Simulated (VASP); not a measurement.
**AlN in VASP: one cell, several levels of theory**

One table from this session's results is given with a row withheld; the runs are named, their logs left out.

Program: VASP 6.6.1. PAW datasets, plane waves. (Simulation; spin polarisation is off.)

**The cell**

The cell comes from an earlier relaxation with r2SCAN in another program.

Space group F-43m (No. 216), cubic; conventional cell a = 4.370 Å, 10.43 Å³ an atom. Around Al lie 4 N at 1.89 Å; around N lie 4 Al at 1.89 Å.

Coordinates:

```cif
data_structure
_symmetry_space_group_name_H-M 'P 1'
_symmetry_Int_Tables_number 1
_cell_length_a 3.0899
_cell_length_b 3.0899
_cell_length_c 3.0899
_cell_angle_alpha 60.000
_cell_angle_beta 60.000
_cell_angle_gamma 60.000
_cell_volume 20.86
loop_
_atom_site_label
_atom_site_type_symbol
_atom_site_fract_x
_atom_site_fract_y
_atom_site_fract_z
_atom_site_occupancy
Al1 Al 0.00000 0.00000 0.00000 1
N1 N 0.25000 0.25000 0.25000 1
```

The first run:

INCAR

```
ENCUT = 520.000000
SIGMA = 0.020000
EDIFF = 1.00e-07
GGA = PE
PREC = Accurate
IBRION = -1
ISIF = 2
ISMEAR = -1
NBANDS = 11
NELM = 120
NSW = 0
LASPH = .TRUE.
LCHARG = .FALSE.
LWAVE = .FALSE.
LREAL = .FALSE.
```

KPOINTS

```
KPOINTS created by Atomic Simulation Environment
0
Gamma
10 10 10
0 0 0
```

KPOINTS_OPT

```
special points
6
Reciprocal
0.0000000000 0.0000000000 0.0000000000 1
0.5000000000 0.0000000000 0.5000000000 1
0.5000000000 0.2500000000 0.7500000000 1
0.3750000000 0.3750000000 0.7500000000 1
0.5000000000 0.5000000000 0.5000000000 1
0.6250000000 0.2500000000 0.6250000000 1
```

POSCAR

```
Al N
 1.0000000000000000
    -0.0000000000000000    2.1848764129093445    2.1848764129093445
     2.1848764129093445    0.0000000000000000    2.1848764129093445
     2.1848764129093445    2.1848764129093445    0.0000000000000000
 Al  N
   1   1
Cartesian
  0.0000000000000000  0.0000000000000000  0.0000000000000000
  1.0924382064546723  1.0924382064546723  1.0924382064546723
```

Potentials: the recommended PBE PAW datasets, 8 valence electrons in the neutral cell.

Steps of the session up to this table: PBE; r2SCAN; LDA; PBEsol at this geometry; Dielectric tensor and Born charges, PBE.

One of the session's tables, all rows but one given; the rest of the session is left out.

| level | gap (eV) |
| --- | --- |
| PBE | 3.32 |
| r2SCAN | 3.93 |
| LDA | ? |
| PBEsol | 3.19 |

**Question.** Estimate the row for LDA.

As computed: gap (eV): 3.22. In the column «gap (eV)» it lies between PBEsol (3.19) and PBE (3.32).

The gap runs from 3.19 eV (PBEsol) to 3.93 eV (r2SCAN). The pressure is highest with PBE (4.3 GPa) and lowest with LDA (-3.3 GPa), which orders the cells that they would relax to. A mean ε∞ of 4.6 means a refractive index near 2.14 below the gap.
